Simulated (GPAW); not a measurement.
Crystal: Na2S.

```
S Na
1.0
     0.00000    3.27350    3.27350
     3.27350    0.00000    3.27350
     3.27350    3.27350    0.00000
S Na
1 2
Direct
  0.00000 0.00000 0.00000
  0.75000 0.75000 0.75000
  0.25000 0.25000 0.25000
```

* Program: GPAW 26.7.0
* Task: single point
* Functional: PBE
* Potentials or basis: GPAW PAW data sets (gpaw-data 1.2.1)
* Cutoff: 800 eV
* Basis: pw
* k mesh: 7 × 7 × 7
* Occupations: fermi-dirac, width 0.05 eV
* Spin: no spin polarisation

On this cell: pressure 0.2 GPa; largest force zero by symmetry; band gap on the k mesh 2.49 eV, direct.

The same run follows on a disturbed copy (atoms moved at random, drawn with an rms of 0.05 Å):

```
CELL_PARAMETERS angstrom
0.00000 3.27350 3.27350
3.27350 0.00000 3.27350
3.27350 3.27350 0.00000
ATOMIC_POSITIONS crystal
S 0.00245 0.99582 0.99954
Na 0.74286 0.74676 0.75882
Na 0.26369 0.24206 0.24239
```

What does the disturbed cell give?

The energy moves by +1.9 meV/atom; pressure 0.3 GPa; largest force 0.134 eV/Å; band gap on the k mesh 2.46 eV, direct.

Forces on the atoms (eV/Å):
```
S   -0.005  0.017 -0.003
Na  -0.100  0.017  0.080
Na   0.104 -0.034 -0.077
```

Stress tensor (GPa, compression positive):
```
 0.28 -0.16 -0.05
-0.16  0.27  0.21
-0.05  0.21  0.28
```

